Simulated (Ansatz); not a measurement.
# Nb (Fm-3m) in Ansatz: reference runs

Aim: a first look at Nb with PBEsol, on the cell as given and on a disturbed one.

Everything below comes from runs of Ansatz 0.2.0. Logs are shortened: lines on timing, memory, paths and dates and some standing lists are left out, and cuts for length are marked.

## 1. Starting point

The structure is cubic, space group Fm-3m (No. 225). Conventional cell: a = 4.230 Å, b = 4.230 Å, c = 4.230 Å, α = 90.00°, β = 90.00°, γ = 90.00°. Nb (site symmetry m-3m) is surrounded by 12 Nb at 2.99 Å.

This isn't the form of Nb at room conditions, which is bcc.

## 2. Single point, PBEsol

File input.yaml:

```yaml
crystal:
  lattice:
    - [0.0, 2.115, 2.115]
    - [2.115, 0.0, 2.115]
    - [2.115, 2.115, 0.0]
  atoms:
    - { symbol: Nb, position: [0.0, 0.0, 0.0] }
kpoints:
  mp_grid: { grid: [11, 11, 11] }
scf:
  occupations: { method: fermi_dirac, width: 0.05 }
hamiltonian:
  xc: pbesol
  pseudopotentials: { kind: all_electron, lapw: { basis_error: 0.001 } }
output:
  forces: true
  stress: true
  eigenvalues: true
  populations: true
```

Potentials or basis: all-electron LAPW, scalar-relativistic.

Started as:

```bash
ansatz run input.yaml --threads 1 --pin off --max-ram 3072MiB --backend cpu --events-out ev --progress --plain --runs-dir out
```

What it wrote:

```text
Warning: RAYON_NUM_THREADS=1 ignored (pool sized by the plan → 1); use --threads N
Nb: projections on atomic orbitals take those of the free atom 1s2 2s2 2p6 3s2 3p6 3d10 4s2 4p6 4d4 5s1, of charge +0.00 (hamiltonian.pseudopotentials.projection_atoms)
LAPW: plane waves up to 7.252 Å⁻¹, error target 1.0e-3 eV per atom; small_component_spin mean_spin; Nb in spheres of 1.496 Å, 23 of its electrons in bands, Dirac shells [] (how accurate: hamiltonian.pseudopotentials.lapw.basis_error, Limitations)
Engine: ansatz 0.2.0, x86_64-unknown-linux-gnu
Pseudopotentials: kind: all_electron
Pseudopotential: Nb, LAPW, valence charge 23, lapw/all_electron/scalar/gaussian/Nb, Koelling and Harmon's equation, gaussian nucleus
Functional definition: PBEsol
  exchange = pbesol_x
  correlation = pbesol_c
Crystal: 1 atoms, lattice volume = 18.922 Å³
Basis set: ecut = 200.35132845450542 eV, 113 PW (Γ), exchange–correlation at level 2
Bands: 16, of which v1, the nominal top of the filled ones, is band 12 counted from 1 (11 counted from 0)
Symmetry: 48 space group operations
Space group: Fm-3m (ITA 225), of the structure as read, at distance tolerance 2.7e-5 Å
k-points: 56 of 1331
Non-local potential: Nb, projectors of the file, none
Initial density: superposition of atomic densities (chi_scale 0.1, normalization cell)
Initial wavefunctions: plane waves of lowest kinetic energy (no species holds an atomic orbital)
Functional: x = pbesol(κ = 0.804, μ = 0.12345679012345678), c = pbesol(β = 0.046)
iter 1 solved again at ethr=7.91e-4 eV; its pass at ethr=1.00e-1 eV (dr2=1.82e-1 eV) is discarded
SCF iter   1: F=—  HF=-103889.091217 eV  |F-HF|=—  |Δ(HF+E_count)|=         —  Δρ=3.88e-2  dr2=1.83e-1  ethr=7.91e-4  ⟨swp⟩=2.7  Hψ=5874  notcnv=0
preconditioner: auto → none  [metal: Δε(μ)=0.033 eV  Ē_g=7.407 eV  σ=0.050 eV  W_gap=0.16  n_scr=8 (ndim 8)  ℏωp=19.1 eV  f_vac=0.000  D(μ)=1.60/eV (n_scr^D=14)  sad-step TF]
SCF iter   2: F=—  HF=-103888.568964 eV  |F-HF|=—  |Δ(HF+E_count)|=   5.22e-1  Δρ=1.64e-2  dr2=3.87e-2  ethr=7.91e-4  ⟨swp⟩=2.4  Hψ=2821  notcnv=0
SCF iter   3: F=—  HF=-103888.547833 eV  |F-HF|=—  |Δ(HF+E_count)|=         —  Δρ=5.95e-3  dr2=5.49e-3  ethr=1.68e-4  ⟨swp⟩=2.0  Hψ=2569  notcnv=0  defer=1
the basis was enlarged: its passes take 240.7 KiB over the memory plan, 1 of 1 planned eigensolver slots
iter 4 solved again at ethr=3.02e-7 eV; its pass at ethr=2.38e-5 eV (dr2=6.95e-5 eV) is discarded
SCF iter   4: F=—  HF=-103888.547044 eV  |F-HF|=—  |Δ(HF+E_count)|=   7.90e-4  Δρ=6.33e-4  dr2=6.94e-5  ethr=3.02e-7  ⟨swp⟩=2.0  Hψ=4366  notcnv=0
SCF iter   5: F=—  HF=-103888.547031 eV  |F-HF|=—  |Δ(HF+E_count)|=   1.28e-5  Δρ=3.81e-5  dr2=2.74e-7  ethr=3.02e-7  ⟨swp⟩=2.0  Hψ=2574  notcnv=0
SCF iter   6: F=-103888.547031 eV  HF=-103888.547031 eV  |F-HF|=8.29e-10  |Δ(HF+E_count)|=   3.08e-8  Δρ=8.59e-7  dr2=4.58e-11  ethr=1.19e-9  ⟨swp⟩=2.0  Hψ=2576  notcnv=0
SCF 1 converged in 6 iterations: F = -103888.547031 eV  dr2 = 4.58e-11
SCF converged after 6 iterations
Free energy (F): -103888.547031 eV
Harris-Foulkes:  -103888.547031 eV  (|F-HF|=8.29e-10)
Internal energy: -103888.535240 eV  (E = F + TS)
E sigma→0 (E₀):  -103888.541135 eV
Entropy (-TS):   -0.011792 eV (-11.792 meV/atom)
Fermi energy:    19.072688 eV
--- Per-component energies (eV) ---
  E_band       = -1789.325074
  E_kinetic    = 107470.051885
  E_xc         = -3181.559267
  E_electrostatic = -208177.027857  (all electrons and nuclei)
  E_smearing   = -0.011792  (= −TS)
  E_closure    = 0.000000  (closes the sum)
  E_atoms      = -103878.004289  (free atoms, spherical and without spin; not in F)
  Σ components = -103888.547031   (vs F -103888.547031, Δ=0.00e0)
  Basis errors (estimates in eV, not in F): energy 2.0e-4 per atom: plane waves 1.6e-4 (8.2e-5 summed), levels above the bands 9.8e-97, relativity 2.0e-8, radial functions 4.0e-5, core shells 1.1e-6; eigenvalues (radial functions only) 2.9e-6; not estimated: angular momenta, meshes, grids; target (lapw.basis_error) 1.0e-3; muffin-tin radii Nb 1.496 Å
--- Forces (eV/Å), atoms counted from 1 ---
  atom   1  Nb     0.00000000     0.00000000    -0.00000000
  max |Σ_I F_I| component: 2.47e-31 eV/Å
--- Stress (GPa, compression-positive) ---
       -7.391379      -0.000000       0.000000
       -0.000000      -7.391379      -0.000000
        0.000000      -0.000000      -7.391379
  P = ⅓ Tr σ = -7.3914 GPa (-73.914 kbar)
--- Band table (eV; the first three rows and the last of 56) ---
  k-point 0: bands = ["-173.4613", "-173.4613", "-173.4467", "-173.4467", "-173.4467", "-35.6125", "-11.0487", "-11.0487", "-11.0487", "12.8511", "19.1631", "19.1631", "19.1631", "21.7285", "21.7285", "30.8045"]
  k-point 1: bands = ["-173.4613", "-173.4613", "-173.4467", "-173.4467", "-173.4467", "-35.5978", "-11.1475", "-11.0610", "-11.0610", "13.1526", "18.9365", "19.2982", "19.2982", "21.6131", "21.6131", "31.3977"]
  k-point 2: bands = ["-173.4613", "-173.4613", "-173.4467", "-173.4467", "-173.4467", "-35.5579", "-11.4071", "-11.0937", "-11.0937", "13.9479", "18.4997", "19.5363", "19.5363", "21.5187", "21.5187", "32.1827"]
  k-point 55: bands = ["-173.4613", "-173.4613", "-173.4467", "-173.4467", "-173.4467", "-35.3625", "-11.8490", "-11.7863", "-11.4574", "16.4506", "17.5537", "18.3359", "21.0079", "24.0256", "28.3647", "28.9735"]
--- Löwdin populations: 1 site ---
  site symbol       q [e]
     0     Nb     40.9515
  spilling = 0.001183 (of n_electrons = 41.000000)
```

It took 4.8 s on 1 thread of Intel Xeon Platinum 8375C at 2.90GHz (Ice Lake), shared host; peak memory 0.29 GiB.

What came out:

| Property | Result |
| --- | --- |
| Free energy | -103888.5470 eV |
| Pressure | -7.4 GPa |
| Band gap on the k mesh | none (metal or under the smearing width) |

Levels at points of the mesh, in eV from the Fermi level:
| k point | band 8 | band 9 | band 10 | band 11 | band 12 | band 13 | band 14 | band 15 |
| --- | --- | --- | --- | --- | --- | --- | --- | --- |
| (0.00, 0.00, 0.00) | -30.12 | -30.12 | -6.22 | 0.09 | 0.09 | 0.09 | 2.66 | 2.66 |

## 3. Single point, PBEsol (cell strained at random at fixed volume)

Changes to input.yaml since step 2:

```diff
@@ -2,7 +2,7 @@
   lattice:
-    - [0.0, 2.115, 2.115]
-    - [2.115, 0.0, 2.115]
-    - [2.115, 2.115, 0.0]
+    - [-0.041034, 2.193381, 2.108849]
+    - [2.0464, 0.049814, 2.018]
+    - [2.126253, 2.182385, -0.030039]
   atoms:
-    - { symbol: Nb, position: [0.0, 0.0, 0.0] }
+    - { symbol: Nb, position: [0.030077, -0.003973, -0.00022] }
 kpoints:
```

Potentials or basis: all-electron LAPW, scalar-relativistic.

Started as:

```bash
ansatz run input.yaml --threads 1 --pin off --max-ram 3072MiB --backend cpu --events-out ev --progress --plain --runs-dir out
```

What it wrote:

```text
Warning: RAYON_NUM_THREADS=1 ignored (pool sized by the plan → 1); use --threads N
Nb: projections on atomic orbitals take those of the free atom 1s2 2s2 2p6 3s2 3p6 3d10 4s2 4p6 4d4 5s1, of charge +0.00 (hamiltonian.pseudopotentials.projection_atoms)
LAPW: plane waves up to 7.565 Å⁻¹, error target 1.0e-3 eV per atom; small_component_spin mean_spin; Nb in spheres of 1.437 Å, 29 of its electrons in bands, Dirac shells [] (how accurate: hamiltonian.pseudopotentials.lapw.basis_error, Limitations)
[... 2 set-up lines as earlier in the session ...]
Pseudopotential: Nb, LAPW, valence charge 29, lapw/all_electron/scalar/gaussian/Nb, Koelling and Harmon's equation, gaussian nucleus
[... 3 set-up lines as earlier in the session ...]
Crystal: 1 atoms, lattice volume = 18.922 Å³
Basis set: ecut = 218.03595424286956 eV, 141 PW (Γ), exchange–correlation at level 2
Bands: 19, of which v1, the nominal top of the filled ones, is band 15 counted from 1 (14 counted from 0)
Symmetry: 2 space group operations
Space group: P-1 (ITA 2), of the structure as read, at distance tolerance 2.7e-5 Å
k-points: 666 of 1331
[... 4 set-up lines as earlier in the session ...]
iter 1 solved again at ethr=9.30e-4 eV; its pass at ethr=1.00e-1 eV (dr2=2.70e-1 eV) is discarded
SCF iter   1: F=—  HF=-103889.096867 eV  |F-HF|=—  |Δ(HF+E_count)|=         —  Δρ=4.51e-2  dr2=2.70e-1  ethr=9.30e-4  ⟨swp⟩=2.4  Hψ=77311  notcnv=0
preconditioner: auto → Kerker (q_TF=auto, 2.930 Å⁻¹)  [metal: Δε(μ)=0.003 eV  Ē_g=7.416 eV  σ=0.050 eV  W_gap=0.01  n_scr=10 (ndim 8)  ℏωp=19.1 eV  f_vac=0.000  D(μ)=1.49/eV (n_scr^D=14)]
SCF iter   2: F=—  HF=-103888.594842 eV  |F-HF|=—  |Δ(HF+E_count)|=   5.02e-1  Δρ=2.05e-2  dr2=6.60e-2  ethr=9.30e-4  ⟨swp⟩=2.3  Hψ=39019  notcnv=0
SCF iter   3: F=—  HF=-103888.568933 eV  |F-HF|=—  |Δ(HF+E_count)|=         —  Δρ=1.11e-2  dr2=2.31e-2  ethr=2.28e-4  ⟨swp⟩=2.0  Hψ=35284  notcnv=0
the basis was enlarged: its passes take 172.5 KiB over the memory plan, 1 of 1 planned eigensolver slots
SCF iter   4: F=—  HF=-103888.567480 eV  |F-HF|=—  |Δ(HF+E_count)|=   1.45e-3  Δρ=4.40e-3  dr2=4.34e-3  ethr=7.98e-5  ⟨swp⟩=2.0  Hψ=35102  notcnv=0
iter 5 solved again at ethr=9.32e-7 eV; its pass at ethr=1.50e-5 eV (dr2=2.70e-4 eV) is discarded
SCF iter   5: F=—  HF=-103888.567902 eV  |F-HF|=—  |Δ(HF+E_count)|=   4.22e-4  Δρ=1.11e-3  dr2=2.70e-4  ethr=9.32e-7  ⟨swp⟩=2.0  Hψ=61751  notcnv=0
SCF iter   6: F=—  HF=-103888.567891 eV  |F-HF|=—  |Δ(HF+E_count)|=   1.10e-5  Δρ=3.19e-4  dr2=1.64e-5  ethr=9.32e-7  ⟨swp⟩=2.0  Hψ=36536  notcnv=0
SCF iter   7: F=—  HF=-103888.567889 eV  |F-HF|=—  |Δ(HF+E_count)|=   2.12e-6  Δρ=3.65e-5  dr2=2.15e-7  ethr=5.65e-8  ⟨swp⟩=2.0  Hψ=36536  notcnv=0
SCF iter   8: F=-103888.567889 eV  HF=-103888.567889 eV  |F-HF|=2.81e-8  |Δ(HF+E_count)|=   9.28e-8  Δρ=1.54e-5  dr2=4.39e-8  ethr=7.41e-10  ⟨swp⟩=2.0  Hψ=36538  notcnv=0
SCF 1 converged in 8 iterations: F = -103888.567889 eV  dr2 = 4.39e-8
SCF converged after 8 iterations
Free energy (F): -103888.567889 eV
Harris-Foulkes:  -103888.567889 eV  (|F-HF|=2.81e-8)
Internal energy: -103888.554393 eV  (E = F + TS)
E sigma→0 (E₀):  -103888.561141 eV
Entropy (-TS):   -0.013496 eV (-13.496 meV/atom)
Fermi energy:    19.029552 eV
--- Per-component energies (eV) ---
  E_band       = -3730.431784
  E_kinetic    = 107469.927764
  E_xc         = -3181.618167
  E_electrostatic = -208176.863989  (all electrons and nuclei)
  E_smearing   = -0.013496  (= −TS)
  E_closure    = 0.000000  (closes the sum)
  E_atoms      = -103878.004289  (free atoms, spherical and without spin; not in F)
  Σ components = -103888.567889   (vs F -103888.567889, Δ=0.00e0)
  Basis errors (estimates in eV, not in F): energy 2.1e-4 per atom: plane waves 1.8e-4 (9.6e-5 summed), levels above the bands 4.3e-96, relativity 1.7e-8, radial functions 3.4e-5, core shells 1.0e-7; eigenvalues (radial functions only) 2.5e-6; not estimated: angular momenta, meshes, grids; target (lapw.basis_error) 1.0e-3; muffin-tin radii Nb 1.437 Å
--- Forces (eV/Å), atoms counted from 1 ---
  atom   1  Nb     0.00000000     0.00000000     0.00000000
  max |Σ_I F_I| component: 0.00e0 eV/Å
--- Stress (GPa, compression-positive) ---
       -8.397526       0.482202      -2.018097
        0.482202      -3.112282       1.076483
       -2.018097       1.076483     -11.777921
  P = ⅓ Tr σ = -7.7626 GPa (-77.626 kbar)
--- Band table (eV; the first three rows and the last of 666) ---
  k-point 0: bands = ["-323.5793", "-323.5702", "-323.5672", "-173.4440", "-173.4387", "-173.4250", "-173.4244", "-173.4188", "-35.5975", "-11.1123", "-11.0495", "-10.9190", "12.8572", "18.7718", "18.8525", "19.8588", "21.5048", "22.0536", "30.8064"]
  k-point 1: bands = ["-323.5793", "-323.5702", "-323.5672", "-173.4440", "-173.4387", "-173.4250", "-173.4244", "-173.4188", "-35.5839", "-11.1814", "-11.0819", "-10.9334", "13.1491", "18.6794", "18.8762", "19.9635", "21.4209", "21.9534", "31.3689"]
  k-point 2: bands = ["-323.5793", "-323.5702", "-323.5672", "-173.4440", "-173.4387", "-173.4250", "-173.4244", "-173.4188", "-35.5472", "-11.4197", "-11.1170", "-10.9652", "13.9208", "18.3400", "19.0099", "20.1815", "21.4103", "21.8664", "32.2416"]
  k-point 665: bands = ["-323.5793", "-323.5702", "-323.5672", "-173.4440", "-173.4387", "-173.4250", "-173.4244", "-173.4188", "-35.4232", "-12.1513", "-11.2247", "-11.1074", "15.5121", "18.4103", "19.4470", "19.9074", "23.4774", "24.2417", "28.8860"]
--- Löwdin populations: 1 site ---
  site symbol       q [e]
     0     Nb     40.9525
  spilling = 0.001159 (of n_electrons = 41.000000)
```

populations.tsv:

```text
# site	symbol	l	j	q
# orbitals = lowdin
# n_electrons = 41.000000
# spilling = 0.001159
# projection_atom_Nb: 1s2 2s2 2p6 3s2 3p6 3d10 4s2 4p6 4d4 5s1
0	Nb	0_1S	-	1.999996
0	Nb	0_2S	-	1.999811
0	Nb	0_3S	-	1.996610
0	Nb	0_4S	-	1.939521
0	Nb	0_5S	-	0.733545
0	Nb	1_2P	-	5.999999
0	Nb	1_3P	-	5.999893
0	Nb	1_4P	-	5.979603
0	Nb	2_3D	-	9.999972
0	Nb	2_4D	-	4.303542
```

It took 61 s on 1 thread of Intel Xeon Platinum 8375C at 2.90GHz (Ice Lake), shared host; peak memory 0.73 GiB.

Results:

| Property | Result |
| --- | --- |
| Free energy | -103888.5679 eV |
| Pressure | -7.8 GPa |
| Band gap on the k mesh | none (metal or under the smearing width) |
